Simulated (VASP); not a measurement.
Runs of VASP 6.6.1 on Ru. Symmetry: P6_3/mmc, No. 194, hexagonal system. Conventional cell: a = 2.706 Å, b = 2.706 Å, c = 4.282 Å, α = 90.00°, β = 90.00°, γ = 120.00°. Around Ru (site symmetry -6m2) lie 12 Ru at 2.65 to 2.71 Å. 

| task | level | spin | cell | k mesh | cutoff (eV) | gap on the mesh (eV) | pressure (GPa) | relaxed volume (Å³/atom) |
| --- | --- | --- | --- | --- | --- | --- | --- | --- |
| band structure | revPBE | off | as given | 11 × 11 × 6 | 520 | - | 7.7 | - |
| band structure | PBEsol | SOC, no magnetisation | as given | 8 × 8 × 5 | 520 | - | (a) | - |
| relaxation of cell and atoms | revPBE | off | relaxed | 11 × 11 × 6 | 600 | none | 0.0 | 13.90 |
| relaxation of cell and atoms | BLYP | off | relaxed | 11 × 11 × 6 | 600 | none | 0.0 | 14.45 |

Alike in all rows: potentials or basis VASP PAW PBE potentials, release 64 (Ru_pv); smearing fermi-dirac 0.05 eV.

Task: Estimate the missing entries.

Result: (a) -6.5.

Caveats: the PAW data sets were made with another functional, which shifts forces and pressure a little.

A k mesh can miss the band edges, and rows without SOC leave out spin-orbit coupling on Ru.

A gap of «none» marks a metal or a gap under the smearing width.

Runs at the PBE level aren't shown here.
